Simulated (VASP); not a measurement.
All values below come from vdW-DF-cx, VASP's PBE PAW potentials (set 64) (plane waves; VASP 6.6.1).

The input files of a VASP run:

### INCAR
```
! general
SYSTEM  =ZrO2
PREC    =Accurate
ENCUT   =520
LREAL   =F   ! projection in real space or not
LASPH   =T   ! aspherical one-centre terms

! electronic loop
EDIFF   =1E-7   ! SCF stop (eV)
NELM    =100   ! most electronic steps
ALGO    =Normal   ! blocked Davidson
LMAXMIX =4

! smearing
ISMEAR  =0
SIGMA   =0.05

! functional
GGA     =CX
LUSE_VDW=T
AGGAC   =0.0

! ions
ISIF    =2

! output
LWAVE   =F
LCHARG  =F
```

File POSCAR:
```
ZrO2
1
    0.0000000000     2.5647192646     2.5647192646
    2.5647192646     0.0000000000     2.5647192646
    2.5647192646     2.5647192646     0.0000000000
Zr O
1 2
Direct
  0.0000000000   0.0000000000   0.0000000000
  0.2500000000   0.2500000000   0.2500000000
  0.7500000000   0.7500000000   0.7500000000
```

### KPOINTS
```
Automatic mesh
0
Gamma
8 8 8
0 0 0
```

POTCAR, in this order: Zr_sv O (PBE.64 set). Program: vasp_std.

The run wrote:

File OSZICAR:
```
       N       E                     dE             d eps       ncg     rms          rms(c)
DAV:   1     0.199451872782E+03    0.19945E+03   -0.14861E+04   928   0.155E+03
DAV:   2    -0.213700602651E+02   -0.22082E+03   -0.21715E+03  1224   0.383E+02
DAV:   3    -0.293835346920E+02   -0.80135E+01   -0.80070E+01  1432   0.752E+01
DAV:   4    -0.295019849265E+02   -0.11845E+00   -0.11842E+00  1256   0.789E+00
DAV:   5    -0.295055222162E+02   -0.35373E-02   -0.35373E-02  1264   0.857E-01    0.238E+01
DAV:   6    -0.234650490262E+02    0.60405E+01   -0.35283E+01  1032   0.453E+01    0.965E+00
DAV:   7    -0.233838147209E+02    0.81234E-01   -0.14283E+00  1280   0.985E+00    0.595E+00
DAV:   8    -0.233445101306E+02    0.39305E-01   -0.18353E-01  1232   0.444E+00    0.461E-01
DAV:   9    -0.233454103815E+02   -0.90025E-03   -0.14458E-02  1264   0.888E-01    0.328E-01
DAV:  10    -0.233464133598E+02   -0.10030E-02   -0.46956E-03  1120   0.703E-01    0.134E-01
DAV:  11    -0.233464222758E+02   -0.89160E-05   -0.14715E-03  1200   0.320E-01    0.126E-01
DAV:  12    -0.233463715155E+02    0.50760E-04   -0.27335E-04  1024   0.131E-01    0.533E-03
DAV:  13    -0.233463725860E+02   -0.10705E-05   -0.90258E-06  1184   0.229E-02    0.284E-03
DAV:  14    -0.233463728918E+02   -0.30580E-06   -0.17567E-06  1064   0.936E-03    0.519E-03
DAV:  15    -0.233463727531E+02    0.13864E-06   -0.30031E-07  1072   0.485E-03    0.672E-04
DAV:  16    -0.233463727464E+02    0.66793E-08   -0.87585E-09   624   0.847E-04
   1 F= -.23346373E+02 E0= -.23346373E+02  d E =-.411111E-14
```

### OUTCAR
```
------------------------ aborting loop because EDIFF is reached ----------------------------------------
  FORCE on cell =-STRESS in cart. coord.  units (eV):
  Direction    XX          YY          ZZ          XY          YZ          ZX
  --------------------------------------------------------------------------------------
  Total       -1.4706967     -1.4706967     -1.4706967     -0.0000000      0.0000000      0.0000000
  in kB      -69.8367811    -69.8367811    -69.8367811     -0.0000000      0.0000000      0.0000000
  external PRESSURE =     -69.8367811 kB  Pullay stress =       0.0000000 kB
  volume of cell :       33.74
      direct lattice vectors                 reciprocal lattice vectors
     0.000000000  2.564719265  2.564719265    -0.194953111  0.194953111  0.194953111
     2.564719265  0.000000000  2.564719265     0.194953111 -0.194953111  0.194953111
     2.564719265  2.564719265  0.000000000     0.194953111  0.194953111 -0.194953111
 POSITION                                       TOTAL-FORCE (eV/Angst)
 -----------------------------------------------------------------------------------
      0.00000      0.00000      0.00000        -0.000000      0.000000      0.000000
      1.28236      1.28236      1.28236        -0.000000     -0.000000     -0.000000
      3.84708      3.84708      3.84708         0.000000      0.000000      0.000000
 -----------------------------------------------------------------------------------
    total drift:                                0.000000      0.000000      0.000000
  FREE ENERGIE OF THE ION-ELECTRON SYSTEM (eV)
  ---------------------------------------------------
  free  energy   TOTEN  =       -23.3463727464 eV

  energy  without entropy=      -23.3463727464  energy(sigma->0) =      -23.34637275
```
(Selected blocks of OUTCAR.)

The compound is ZrO2 in the fluorite structure, the high-temperature cubic form, which is unstable at 0 K; the monoclinic form is the stable one. This cell is one point of a volume scan, at 1.03 of the reference volume.
